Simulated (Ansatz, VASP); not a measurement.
Two plane-wave programs on NaCl

```
Na Cl
1.0
     0.00000    2.74664    2.74664
     2.74664    0.00000    2.74664
     2.74664    2.74664    0.00000
Na Cl
1 1
Direct
  0.00000 0.00000 0.00000
  0.50000 0.50000 0.50000
```

Change from the starting cell: hydrostatic strain -2.0%.

Alike in both runs: task single point; functional PBE; k mesh 8 × 8 × 8; occupations fermi-dirac, width 0.02 eV; no spin polarisation.

|  | VASP | Ansatz |
| --- | --- | --- |
| version | VASP 6.6.1 | Ansatz 0.2.0 |
| potentials or method | VASP PAW PBE potentials, release 64 (Na_pv, Cl) | plane waves, PAW |
| plane-wave cutoff (eV) | 520 | 420 |
| valence electrons in the cell | 14 | 16 |

```tsv
	VASP	Ansatz	Ansatz less VASP
gap on the k mesh at the Fermi level (eV)	5.43	5.43	0.000
pressure (GPa)	3.3	3.3	+0.02
```

With one functional, cell and mesh, what is left measures potentials, basis and numerics. The two sets of potentials don't hold the same shells in valence.
